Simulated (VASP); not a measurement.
# MoH5 (P-62m) in VASP: notebook, part 2 of 2

VASP 6.6.1. Earlier steps stand in the parts before.

**3. Relaxation of the atoms, RPBE**

Input file INCAR:

```
  ALGO = Normal
  EDIFF = 1E-7
  EDIFFG = -0.01
  ENCUT = 520
  GGA = RP
  IBRION = 2
  ISIF = 2
  ISMEAR = 0
  LASPH = True
  LCHARG = False
  LREAL = False
  LWAVE = False
  NELM = 60
  NSW = 60
  PREC = Accurate
  SIGMA = 0.05
```

Input file KPOINTS:

```
k-points
0
Gamma
  7 7 7
```

Input file POSCAR:

```
MoH5
1.0
    4.5983792800      0.0000000000      0.0000000000
   -2.2991896400      3.9823132700      0.0000000000
    0.0000000000      0.0000000000      4.1320772500
H Mo
5 1
Direct
    0.0000000000      0.6383360000      0.0000000000
    0.6383360000      0.0000000000      0.0000000000
    0.3616640000      0.3616640000      0.0000000000
    0.6666666700      0.3333333300      0.5000000000
    0.3333333300      0.6666666700      0.5000000000
    0.0000000000      0.0000000000      0.5000000000
```

Potentials or basis: VASP PAW PBE potentials, release 64 (H, Mo_sv).

Started as:

```
$ cat potpaw_PBE.64/H/POTCAR potpaw_PBE.64/Mo_sv/POTCAR > POTCAR
$ mpirun -np 1 vasp_std > vasp.out
```

OUTCAR:

```text
EDIFF = 1E-7
   EDIFFG = -0.01
   ENCUT = 520
   GGA = RP
   IBRION = 2
   ISIF = 2
   ISMEAR = 0
   LASPH = True
   LREAL = False
   NELM = 60
   NSW = 60
   PREC = Accurate

 ion  position               nearest neighbor table
   1  0.000  0.638  0.000-
   2  0.638  0.000  0.000-
   3  0.362  0.362  0.000-
   4  0.667  0.333  0.500-
   5  0.333  0.667  0.500-
   6  0.000  0.000  0.500-

  LATTYP: Found a hexagonal cell.
 ALAT       =     4.5983792800
 C/A-ratio  =     0.8985942652

  Lattice vectors:

 A1 = (   4.5983792800,   0.0000000000,   0.0000000000)
 A2 = (  -2.2991896400,   3.9823132700,   0.0000000000)
 A3 = (   0.0000000000,   0.0000000000,   4.1320772500)

Analysis of symmetry for initial positions (statically):
=====================================================================
 Subroutine PRICEL returns:
 Original cell was already a primitive cell.

[... 280 lines left out ...]
     10      -0.0501      0.37176
     11       0.2049      0.00000
     12       0.8852      0.00000
     13       0.8852      0.00000
[... 607 lines left out ...]
--------------------------------------- Ionic step        9  -------------------------------------------

 number of electron      18.9999999 magnetization

 Free energy of the ion-electron system (eV)
  ---------------------------------------------------
  ext. energy  EPLUGINS =         0.00000000
  ---------------------------------------------------
  free energy    TOTEN  =       -19.23730121 eV

  energy without entropy =      -19.23156926  energy(sigma->0) =      -19.23443524

 E-fermi :   0.2270     XC(G=0):  -7.7921

 val. band max:        0.2172649076   @ k =   0.2857   0.2857   0.4286
 cond. band min:       0.2287766934   @ k =   0.4286   0.1429   0.4286
 fundamental gap:      0.0115117858
 Fermi energy:         0.2269534842

 k-point     1 :       0.0000    0.0000    0.0000
  band No.  band energies     occupation
      1     -61.2215      2.00000
      2     -35.2554      2.00000
      3     -35.2269      2.00000
      4     -35.2269      2.00000
      5      -8.0259      2.00000
      6      -3.7781      2.00000
      7      -0.3518      2.00000
      8      -0.3518      2.00000
      9       0.1316      1.99303
     10       0.1316      1.99303
     11       0.5506      0.00000
     12       1.0075      0.00000
     13       1.0075      0.00000
[... 401 lines left out ...]
  FREE ENERGIE OF THE ION-ELECTRON SYSTEM (eV)
  ---------------------------------------------------
  free  energy   TOTEN  =       -19.2373012145 eV

  energy  without entropy=      -19.2315692574  energy(sigma->0) =      -19.23443524

 reached required accuracy - stopping structural energy minimisation
```

OSZICAR:

```text
N       E                     dE             d eps       ncg     rms          rms(c)
DAV:   1     0.691697157197E+02    0.69170E+02   -0.10943E+04  1064   0.123E+03
DAV:   2    -0.189639953687E+02   -0.88134E+02   -0.86962E+02  1007   0.260E+02
DAV:   3    -0.215631020838E+02   -0.25991E+01   -0.25281E+01  1092   0.400E+01
[... 93 lines left out ...]
DAV:   3    -0.192373036934E+02    0.26276E-04   -0.24884E-04  1143   0.875E-02    0.170E-02
DAV:   4    -0.192373006182E+02    0.30752E-05   -0.21493E-05  1200   0.238E-02    0.709E-03
DAV:   5    -0.192373010220E+02   -0.40376E-06   -0.89556E-07   962   0.753E-03    0.303E-03
DAV:   6    -0.192373012415E+02   -0.21953E-06   -0.25409E-07   922   0.345E-03    0.451E-04
DAV:   7    -0.192373012145E+02    0.26962E-07   -0.23027E-08   456   0.123E-03
   9 F= -.19237301E+02 E0= -.19234435E+02  d E =-.677232E-03
```

CONTCAR:

```text
MoH5
   1.00000000000000
     4.5983792799999996    0.0000000000000000    0.0000000000000000
    -2.2991896399999998    3.9823132700000001    0.0000000000000000
     0.0000000000000000    0.0000000000000000    4.1320772500000000
  H               Mo
     5     1
Direct
     0.0000000000000000    0.8159102070677484    0.0000000000000000
     0.8159102070677484    0.0000000000000000    0.0000000000000000
     0.1840897929322516    0.1840897929322516    0.0000000000000000
     0.6666666699999979    0.3333333300000021    0.5000000000000000
     0.3333333300000021    0.6666666699999979    0.5000000000000000
     0.0000000000000000    0.0000000000000000    0.5000000000000000

  0.00000000E+00  0.00000000E+00  0.00000000E+00
  0.00000000E+00  0.00000000E+00  0.00000000E+00
  0.00000000E+00  0.00000000E+00  0.00000000E+00
  0.00000000E+00  0.00000000E+00  0.00000000E+00
  0.00000000E+00  0.00000000E+00  0.00000000E+00
  0.00000000E+00  0.00000000E+00  0.00000000E+00
```

It took 2.9 min on 1 thread of AMD EPYC 7R13 (Zen 3), shared host; peak memory 0.17 GiB.

Results:

```
Free energy               : -19.2373 eV
Energy gained by relaxing : 390.1 meV/atom
Ionic steps               : 9
Pressure after relaxing   : -21.8 GPa
Band gap on the k mesh    : none (metal or under the smearing width)
```

The path:
```tsv
step	energy change (eV)	largest force (eV/Å)	pressure (GPa)
1	0.0000	1.4290	-25.80
2	-0.2958	1.4271	-25.90
3	-1.1446	1.2743	-25.84
4	-2.2636	0.4016	-23.48
5	-2.3200	0.2230	-20.74
6	-2.3407	0.0160	-21.91
7	-2.3401	0.0393	-21.65
8	-2.3406	0.0185	-21.74
9	-2.3408	0.0001	-21.83
```

Final structure:
```xyz
6
Lattice="4.5984 0.0000 0.0000 -2.2992 3.9823 0.0000 0.0000 0.0000 4.1321" Properties=species:S:1:pos:R:3 pbc="T T T"
H    -1.8759    3.2492    0.0000
H     3.7519    0.0000    0.0000
H     0.4233    0.7331    0.0000
H     2.2992    1.3274    2.0660
H     0.0000    2.6549    2.0660
Mo    0.0000    0.0000    2.0660
```

Caveat: the PAW data sets were made with another functional, which shifts forces and pressure a little.

**4. The reference run**

An earlier run on the cell as given: functional PBE; potentials or basis VASP PAW PBE potentials, release 64 (H, Mo_sv); cutoff 520 eV; k mesh 7 × 7 × 7; occupations fermi-dirac, width 0.05 eV; no spin polarisation.

- Pressure: -26.9 GPa
- Largest force: 1.411 eV/Å
- Band gap on the k mesh: none (metal or under the smearing width)

**5. Summary**

```csv
task,level,cell,cutoff (eV),smearing,gap on the mesh (eV),pressure (GPa)
relaxation of cell and atoms,PBE,relaxed,600,gaussian 0.05 eV,none,0.0
relaxation of the atoms,RPBE,atoms relaxed,520,gaussian 0.05 eV,none,-21.8
single point,PBE,as given,520,fermi-dirac 0.05 eV,none,-26.9
```

Alike in all rows: potentials or basis VASP PAW PBE potentials, release 64 (H, Mo_sv); no spin polarisation; k mesh 7 × 7 × 7.

Caveats: the PAW data sets were made with another functional, which shifts forces and pressure a little (some runs); so large a pressure means that the cell lies far from this level's equilibrium, or that cutoff or potentials fall short (some runs); forces of over 1 eV/Å show positions far from the minimum, so gaps and moduli don't describe the material at rest (some runs).

Total energies depend on the potentials used, so only differences within one code and one set of settings carry meaning.
